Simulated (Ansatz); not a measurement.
## PbO (Litharge) under changes of volume

One of the cells (19.940 Å³/atom); the others are scaled copies at fixed shape and fractional positions:

```
CELL_PARAMETERS angstrom
3.99000 0.00000 0.00000
0.00000 3.99000 0.00000
0.00000 0.00000 5.01000
ATOMIC_POSITIONS crystal
Pb 0.50000 0.00000 0.76000
Pb 0.00000 0.50000 0.24000
O 0.50000 0.50000 0.00000
O 0.00000 0.00000 0.00000
```

| Item | Value |
| --- | --- |
| Program | Ansatz 0.2.0 |
| Functional | PBE |
| Potentials or basis | all-electron LAPW, scalar-relativistic |
| Cutoff | 318 eV (chosen from the basis error) |
| Basis error allowed | 0.001 eV/atom |
| k mesh | 7 × 7 × 6 |
| Occupations | fermi-dirac, width 0.05 eV |
| Spin | no spin polarisation |

| volume (Å³/atom) | energy over the lowest point (meV/atom) | pressure (GPa) | gap on the mesh (eV) | largest force (eV/Å) |
| --- | --- | --- | --- | --- |
| 18.744 | ? | ? | ? | ? |
| 19.142 | 31.09 | 6.9 | 1.34 | 0.553 |
| 19.541 | 16.52 | 4.8 | 1.38 | 0.262 |
| 19.940 | 6.81 | 3.0 | 1.41 | 0.008 |
| 20.339 | 1.45 | 1.3 | 1.44 | 0.258 |
| 20.738 | 0.00 | -0.1 | 1.46 | 0.490 |
| 21.136 | 2.07 | -1.5 | 1.49 | 0.705 |

Task: What does the run at 18.744 Å³/atom give?

Result: Energy over the lowest point 51.06 meV/atom; pressure 9.2 GPa; gap on the mesh 1.30 eV; largest force 0.868 eV/Å.

Worked out: A Birch-Murnaghan fit of order 3 (a polynomial in V^(-2/3)) to the other rows has its minimum at 20.70 Å³/atom with B0 = V·E''(V) = 74 GPa and B' = 4.5 at fixed shape and positions, which overstates the stiffness. It gives 51.00 meV/atom at 18.744 Å³/atom, against the run's 51.06, and -dE/dV = 9.2 GPa, against 9.2. A straight line through the other rows of the gap, of slope 1.47 eV per unit of ln V, extrapolates to 1.32 eV, against the run's 1.30.

Energies are extrapolated to zero smearing.

Caveats: spin-orbit coupling is left out, which as a rule narrows the gap of such compounds by several tenths of an eV; an odd mesh through Γ misses points on the zone boundary, where band edges often lie.
